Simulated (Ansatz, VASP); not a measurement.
MoS2: VASP beside Ansatz

```
Mo S
1.0
     3.22024    0.00000    0.00000
    -1.61012    2.78881    0.00000
     0.00000    0.00000    5.94503
Mo S
1 2
Direct
  0.00000 0.00000 0.00000
  0.33333 0.66667 0.26003
  0.66667 0.33333 0.73997
```

The cell was built by a generator and needn't be a form met in nature.

Alike in both runs: task single point; functional r2SCAN; k mesh 6 × 6 × 4; occupations fermi-dirac, width 0.02 eV; no spin polarisation.

```csv
,VASP,Ansatz
version,VASP 6.6.1,Ansatz 0.2.0
potentials or method,"VASP PAW PBE potentials, release 64 (Mo_sv, S)","plane waves, PAW"
plane-wave cutoff (eV),520,500
valence electrons in the cell,26,26
```

|  | VASP | Ansatz | Ansatz less VASP |
| --- | --- | --- | --- |
| pressure (GPa) | 1.3 | 1.2 | -0.05 |
| largest component of the traceless stress (GPa) | 0.25 | 0.25 | +0.003 |
| rms of the force components (eV/Å) | 0.040 | 0.042 | +0.0020 |

Atom by atom the forces differ by 0.002 eV/Å (rms over components).

Caveats: the k mesh is coarse (spacing up to 0.38 Å⁻¹), so the values aren't converged; the PAW data sets were made with another functional, which shifts forces and pressure a little (VASP).
